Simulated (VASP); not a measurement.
Input of a VASP 6.6.1 run:

Contents of INCAR:

```
SYSTEM = Mg
PREC     = Accurate       ! precision mode
ENCUT    = 520            ! plane-wave cutoff, eV
EDIFF    = 1E-7           ! SCF threshold, eV
ISMEAR   = 0              ! smearing method
SIGMA    = 0.15           ! smearing width, eV
LREAL    = .False.        ! projectors in reciprocal space
LASPH    = .True.         ! aspherical terms in the spheres
NELM     = 100            ! most SCF steps
ALGO     = Fast           ! electronic algorithm
ISIF     = 2              ! what is computed and relaxed
LWAVE    = .False.        ! write WAVECAR
LCHARG   = .True.         ! write CHGCAR
LELF     = .True.         ! ELF
LVHAR    = .True.       
NBANDS   = 7              ! bands
```

Contents of KPOINTS:

```
regular mesh
0
Gamma
  18 18 18
  0 0 0
```

File POSCAR:

```
Mg
1.0
    0.0000000000      2.2442560000      2.1320432000
    2.2442560000      0.0000000000      2.1320432000
    2.2442560000      2.2442560000      0.0000000000
Mg
1
Direct
    0.0000000000      0.0000000000      0.0000000000
```

Potentials or basis: VASP PAW LDA potentials, release 64 (Mg).

Run with:

```bash
$ cat potpaw_LDA.64/Mg/POTCAR > POTCAR
$ mpirun -np 1 vasp_std > vasp.out
```

Problem. Predict the pressure.

Solution. 0.2 GPa.

Problem. Estimate the band gap on the k mesh.

Solution. None (metal or under the smearing width).

Stress tensor (GPa, compression positive):
```
0.07 0.00 0.00
0.00 0.07 0.00
0.00 0.00 0.50
```
